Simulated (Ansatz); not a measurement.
Runs of Ansatz 0.2.0 on Rb. It takes space group Im-3m (No. 229, cubic). Conventional cell: a = 5.605 Å, b = 5.605 Å, c = 5.605 Å, α = 90.00°, β = 90.00°, γ = 90.00°. 

```tsv
level	spin	k mesh	cutoff (eV)	mesh quality	gap on the mesh (eV)	pressure (GPa)
revPBE	off	4 × 4 × 4	420	coarse	none	0.4
RPBE	off	4 × 4 × 4	420	coarse	none	0.5
PBEsol	SOC, no magnetisation	7 × 7 × 7	420	not flagged	none	-0.1
r2SCAN	off	4 × 4 × 4	500	coarse	none	0.3
PBEsol	off	7 × 7 × 7	420	not flagged	none	-0.1
BLYP	off	4 × 4 × 4	420	coarse	none	0.3
LDA	off	4 × 4 × 4	420	coarse	none	(a)
PBEsol	off	4 × 4 × 4	420	coarse	none	0.0
```

Alike in all rows: task band structure; potentials or basis Ansatz PAW; cell as given; smearing fermi-dirac 0.05 eV.

Question: Estimate the missing entries.

Answer: (a) -0.3.

Caveats: some runs use coarse meshes; the PAW data sets come from PBE, with cores solved anew for the run's functional, which leaves a small shift of forces and pressure.

A k mesh can miss the band edges, and rows without SOC leave out spin-orbit coupling on Rb.

A gap of «none» marks a metal or a gap under the smearing width.
